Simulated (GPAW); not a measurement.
# MoS2 (P6_3/mmc) in GPAW: single point with PBEsol

Aim: the single point of MoS2 with PBEsol.

All numbers are computed with GPAW 26.7.0; they aren't measurements. Logs are shortened: lines on timing, memory, paths and dates and some standing lists are left out, and cuts for length are marked. The log counts tension as positive stress, the text compression.

**1. The undisturbed crystal**

Symmetry: P6_3/mmc, No. 194, hexagonal system. The conventional cell has a = 3.169 Å, b = 3.169 Å, c = 12.324 Å, α = 90.00°, β = 90.00°, γ = 120.00°. Mo (site symmetry -6m2) is surrounded by 6 S at 2.41 Å. Around S (site symmetry 3m) lie 3 Mo at 2.41 Å.

**2. Single point, PBEsol (atoms moved at random, drawn with an rms of 0.05 Å)**

The input, run.py:

```python
from ase import Atoms
from ase.dft.bandgap import bandgap
from ase.io import write
from ase.units import GPa
from ase.parallel import parprint
from gpaw import GPAW, PW, setup_paths

setup_paths.insert(0, '.')

atoms = Atoms(['Mo', 'Mo', 'S', 'S', 'S', 'S'],
              cell=[[3.169, 0.0, 0.0],
                    [-1.5845, 2.7444345046, 0.0],
                    [0.0, 0.0, 12.324]],
              scaled_positions=[[0.682743, 0.339818, 0.752005],
                                [0.339249, 0.652337, 0.251372],
                                [0.666813, 0.341329, 0.378818],
                                [0.328382, 0.647312, 0.879164],
                                [0.67197, 0.34127, 0.123671],
                                [0.345979, 0.670132, 0.622806]],
              pbc=True)

calc = GPAW(mode=PW(600),
            xc='PBEsol',
            kpts={'size': (10, 10, 3), 'gamma': True},
            occupations={'name': 'fermi-dirac', 'width': 0.05},
            nbands=46,
            convergence={'density': 1e-05, 'energy': 1e-05},
            maxiter=150,
            txt='gpaw.txt')
atoms.calc = calc
energy = atoms.get_potential_energy()
forces = atoms.get_forces()
stress = atoms.get_stress()
calc.write('gs.gpw')
write('result.traj', atoms)
parprint(f'Energy: {energy:.6f} eV')
parprint('Forces (eV/A):')
parprint(forces.round(4))
parprint('Stress (GPa):', (stress / GPa).round(3))
parprint('Fermi level:', round(calc.get_fermi_level(), 4), 'eV')
parprint(f'Gap: {bandgap(calc)[0]:.4f} eV, direct: {bandgap(calc, direct=True)[0]:.4f} eV')
```

Potentials or basis: PAW data sets generated in the run's folder for this functional, pw.

Command:

```console
gpaw-setup -f PBEsol Mo S
OMP_NUM_THREADS=1 mpirun -n 4 gpaw python run.py
```

gpaw.txt:

```text
__  _  _
 | _ |_)|_||  |
 |__||  | ||/\| - 26.7.0

Input parameters:
  mode=PW(ecut=600.0),
  convergence={'density': 1e-05, 'energy': 1e-05},
  kpts=MonkhorstPack(size=(10, 10, 3), gamma=True),
  maxiter=150,
  nbands=46,
  occupations=Occupations(name='fermi-dirac', width=0.05),
  xc=XC(name='PBEsol')

Diagonalizing LCAO Hamiltonian
Converting LCAO to pw mode

        S

           Mo
        S

           S
        Mo

           S

Atoms  # Å, Bohr magnetons
|   | symbol |        x |        y |         z |    initial magnetic moments |
|---|--------|----------|----------|-----------|-----------------------------|
| 0 |     Mo | 1.625171 | 0.932608 |  9.267710 | ( 0.0000,  0.0000,  0.0000) |
| 1 |     Mo | 0.041452 | 1.790296 |  3.097909 | ( 0.0000,  0.0000,  0.0000) |
| 2 |      S | 1.572295 | 0.936755 |  4.668553 | ( 0.0000,  0.0000,  0.0000) |
| 3 |      S | 0.014977 | 1.776505 | 10.834817 | ( 0.0000,  0.0000,  0.0000) |
| 4 |      S | 1.588731 | 0.936593 |  1.524121 | ( 0.0000,  0.0000,  0.0000) |
| 5 |      S | 0.034583 | 1.839133 |  7.675461 | ( 0.0000,  0.0000,  0.0000) |

Unit cell  # Å
| periodic |         x |        y |         z |   lengths |     angles |
|----------|-----------|----------|-----------|-----------|------------|
|      yes |  3.169000 | 0.000000 |  0.000000 |  3.169000 |  90.000000 |
|      yes | -1.584500 | 2.744435 |  0.000000 |  3.169000 |  90.000000 |
|      yes |  0.000000 | 0.000000 | 12.324000 | 12.324000 | 120.000000 |

Number of symmetries: 1
Symmetry operations  # r_c * U_cc + t_c -> r_c
|   | kind |            matrix            |
|---|------|------------------------------|
| 0 |  E   |  1, 0, 0,  0, 1, 0,  0, 0, 1 |

BZ-sampling:
  Number of BZ points: 300
  Number of IBZ points: 152

  Monkhorst-Pack size: [10, 10, 3]
  Monkhorst-Pack shift: [0.05, 0.05, 0.0]

K-points  # in reciprocal-cell coordinates
|     |                                coordinates |     weight |
|-----|--------------------------------------------|------------|
|   0 | (  0.00000000,   0.00000000,   0.00000000) | 0.00333333 |
|   1 | (  0.00000000,   0.00000000,   0.33333333) | 0.00666667 |
|   2 | (  0.00000000,   0.10000000,  -0.33333333) | 0.00666667 |
|   3 | (  0.00000000,   0.10000000,   0.00000000) | 0.00666667 |
|   4 | (  0.00000000,   0.10000000,   0.33333333) | 0.00666667 |
|   5 | (  0.00000000,   0.20000000,  -0.33333333) | 0.00666667 |
|   6 | (  0.00000000,   0.20000000,   0.00000000) | 0.00666667 |
|   7 | (  0.00000000,   0.20000000,   0.33333333) | 0.00666667 |
|   8 | (  0.00000000,   0.30000000,  -0.33333333) | 0.00666667 |
|   9 | (  0.00000000,   0.30000000,   0.00000000) | 0.00666667 |
| ... |                                            |            |
| 151 | (  0.50000000,   0.50000000,   0.33333333) | 0.00666667 |

Plane wave coefficients: 3613
Cutoff: 600.0 eV

Spin-components: 1 (collinear spins)
Bands:           46
Projectors:      32
Spin-degeneracy: 2
Datatype:        complex128

Parallelization:
  kpt:    4
  domain: 1
  band:   1

Density:
  Valence electrons: 52.0
  Components: 1
  Grid points: [18 18 70]
  Charge: 0.0  # |e|

Potential:
  Grid points: [18 18 70]

species:
  Mo:
    name:    Molybdenum
    Z:       42.0
    valence: 14
    core:    28
    charge:  0.0  # [|e|]
    compensation charges:
      type: gauss
      rc: 0.38  # [Å]
      lmax: 2
    cutoffs:
      filter: 2.16  # [Å]
      core: 1.42  # [Å]
    projectors
    | kind |    occ | energy [eV] | rcut [Å] |
    |------|--------|-------------|----------|
    |   4s |  2.000 |     -64.262 |    1.238 |
    |   5s |  1.000 |      -4.116 |    1.238 |
    |   4p |  6.000 |     -38.461 |    1.296 |
    |   5p |  0.000 |      -1.012 |    1.296 |
    |   4d |  5.000 |      -3.770 |    1.296 |
    |    d |        |      23.442 |    1.296 |

    Using partial waves for Mo as LCAO basis

  S:
    name:    Sulfur
    Z:       16.0
    valence: 6
    core:    10
    charge:  0.0  # [|e|]
    compensation charges:
      type: gauss
      rc: 0.24  # [Å]
      lmax: 2
    cutoffs:
      filter: 1.77  # [Å]
      core: 1.66  # [Å]
    projectors
    | kind |    occ | energy [eV] | rcut [Å] |
    |------|--------|-------------|----------|
    |   3s |  2.000 |     -17.192 |    0.974 |
    |   3p |  4.000 |      -6.978 |    0.979 |
    |    s |        |      10.020 |    0.974 |
    |    p |        |      20.234 |    0.979 |
    |    d |        |       0.000 |    0.900 |

    Using partial waves for S as LCAO basis

Reference energy: -263510.219787  # eV

eigensolver:
  PPCG
  Converge bands: occupied
  niter=2

density mixing:
  MSR1-Mixer
  Pratt-step length: 0.05
  Maximum mixing coefficient: 0.75
  Old densities: 10
  SVD Regularization: 0.005
  Good broyden scale: 1.0
  Trust region scale: 1.0
  Backstep threshold: 4.0
  History deletion threshold: 6.0
  Fourier metric: weight=20.0, sigma=0.015

occupation numbers:
  Fermi-Dirac:
    width: 0.0500  # eV

poisson solver:
  ecut: 4800.0  # eV

xc functional:
  name: PBEsol with 2 nearest neighbor stencil

convergence criteria:
- Maximum integral of absolute [dens]ity change: 1e-05 electrons / valence electron
- Maximum [total energy] change in last 3 cyles: 1e-05 eV / valence electron
- Maximum integral of absolute [eigenst]ate change: 4e-08 eV^2 / valence electron
maximum number of iterations: 150

SCF iterations
|iter     | |      energy | eigst |  dens |
|---------|-|-------------|-------|-------|
|iter:   1| |  -50.290461 | +0.57 |       |
|iter:   2| |  -49.481877 | -1.14 | -0.99 |
|iter:   3| |  -47.478747 | -1.13 | -1.06 |
|iter:   4| |  -47.335549 | -1.94 | -1.46 |
|iter:   5| |  -47.412827 | -2.44 | -1.78 |
|iter:   6| |  -47.330443 | -2.82 | -1.84 |
|iter:   7| |  -47.314491 | -3.20 | -2.10 |
|iter:   8| |  -47.313223 | -4.39 | -2.72 |
|iter:   9| |  -47.313184 | -5.57 | -3.13 |
|iter:  10| |  -47.313195c| -6.14 | -3.53 |
|iter:  11| |  -47.313186c| -6.62 | -3.83 |
|iter:  12| |  -47.313186c| -8.04c| -4.50 |
|iter:  13| |  -47.313186c| -8.33c| -5.06c|

Converged in 13 steps
Energy contributions relative to reference atoms: (reference = -263510.219787)

Energy contributions:
  Kinetic:         -11.287427
  Coulomb:          -2.335206
  Zero:             -0.186962
  External:          0.000000
  Xc:              -33.503589
  Entropy:          -0.000004
  Spinorbit:         0.000000
  ----------------------------
  Free energy:     -47.313188
  Extrapolated:    -47.313186

dipole moment: (0.591779, -0.100938, 0.096337)  # |e|*Ang

Fermi level: 8.441
Eigenvalues  # (at kpt = [0.000, 0.000, 0.000])
| band index |      eig [eV] | occ [0-2] |
|------------|---------------|-----------|
|          0 |       -53.391 |     2.000 |
|        ... |               |           |
|         18 |         4.967 |     2.000 |
|         19 |         5.664 |     2.000 |
|         20 |         5.847 |     2.000 |
|         21 |         6.203 |     2.000 |
|         22 |         6.324 |     2.000 |
|         23 |         6.853 |     2.000 |
[... 8 lines left out ...]
|         32 |        10.567 |     0.000 |
|         33 |        10.610 |     0.000 |
|        ... |               |           |
|         45 |        19.552 |     0.000 |

Gap: 0.857 eV
Transition (v -> c):
  (s=0, k=0, n=25, [0.00, 0.00, 0.00]) -> (s=0, k=65, n=26, [0.20, 0.20, 0.00])
Direct/indirect transitions are different
Direct gap: 1.742 eV
Transition at: (s=0, k=0, n=25, [0.00, 0.00, 0.00])

Forces  # eV/Ang
|        x |        y |        z |
|----------|----------|----------|
| -0.32352 | -0.74802 | -0.41228 |  # Mo   0
| -0.89451 |  1.17072 | -0.06156 |  # Mo   1
|  0.53131 | -0.59090 | -0.34676 |  # S    2
|  0.26208 |  0.64103 | -0.33524 |  # S    3
|  0.36722 | -0.57966 |  0.40818 |  # S    4
|  0.05735 |  0.10684 |  0.74756 |  # S    5

Stress tensor  # eV/Ang^3
|         x |         y |         z |
|-----------|-----------|-----------|
|  0.018156 |  0.001534 | -0.005176 |
|  0.001534 |  0.029169 | -0.007294 |
| -0.005176 | -0.007294 |  0.023710 |

# Writing to gs.gpw (mode='')
```

Run time: 4.7 min. Hardware: 4 MPI ranks of Intel Xeon at 2.50GHz (Skylake/Cascade Lake), shared host; peak memory 0.33 GiB.

What came out:

- Free energy: -47.3132 eV
- Pressure: -3.8 GPa
- Largest force: 1.475 eV/Å
- Band gap on the k mesh: 0.86 eV, indirect (least direct gap 1.74 eV)

Forces in eV/Å, atoms in the order of the input:
```
Mo  -0.324 -0.748 -0.412
Mo  -0.895  1.171 -0.062
S    0.531 -0.591 -0.347
S    0.262  0.641 -0.335
S    0.367 -0.580  0.408
S    0.057  0.107  0.748
```

Stress tensor (GPa, compression positive):
```
-2.91 -0.25  0.83
-0.25 -4.67  1.17
 0.83  1.17 -3.80
```

Caveat: an odd mesh through Γ misses points on the zone boundary, where band edges often lie.
